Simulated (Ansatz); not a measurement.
**How far is PAW off for FeCo?**

```
Fe Co
1.0
     2.85700    0.00000    0.00000
     0.00000    2.85700    0.00000
     0.00000    0.00000    2.85700
Fe Co
1 1
Cartesian
  1.4285 1.4285 1.4285
  0.0000 0.0000 0.0000
```

Atoms are numbered in the order listed.

Conventional cell: a = 2.857 Å, b = 2.857 Å, c = 2.857 Å, α = 90.00°, β = 90.00°, γ = 90.00°. Around Fe (atom 1) lie 8 Co at 2.47 Å. Around Co (atom 2) lie 8 Fe at 2.47 Å.

The cell is COD entry 9004229, as deposited and not checked against the literature; nothing was relaxed.

Other magnetic orders may lie lower; this is the state that the run reached.

Levels of theory: DFT, LDA, PAW with Ansatz's default frozen-core files, scalar-relativistic (Ansatz 0.2.0); DFT, LDA, all-electron LAPW, scalar-relativistic (Ansatz 0.2.0).

For PAW: a Γ-centred 13×13×13 k mesh, Fermi–Dirac smearing of 0.05 eV, cutoff 420 eV, spin-polarised from start moments Fe1 3, Co2 2 μB; the PAW files were made with PBE, and the program remakes their frozen cores for this functional. LAPW targets a basis error of 0.25 meV/atom. The Ansatz runs share mesh, smearing and spin set-up. Plane-wave (PAW) pressures include the program's estimate of the Pulay term.

Stress and pressure are positive in compression.

Levels count from the Fermi level.

```tsv
quantity	PAW	LAPW
pressure (GPa)	-19.20	-19.29
moment of the cell (μB)	4.472	4.471
highest filled spin-up level at Γ (eV)	-0.783	-0.780
lowest empty spin-up level at Γ (eV)	8.819	8.821
highest filled spin-up level at M (eV)	-0.246	-0.243
lowest empty spin-up level at M (eV)	5.955	5.962
```

PAW's pressure differs from the LAPW value by +0.09 GPa.
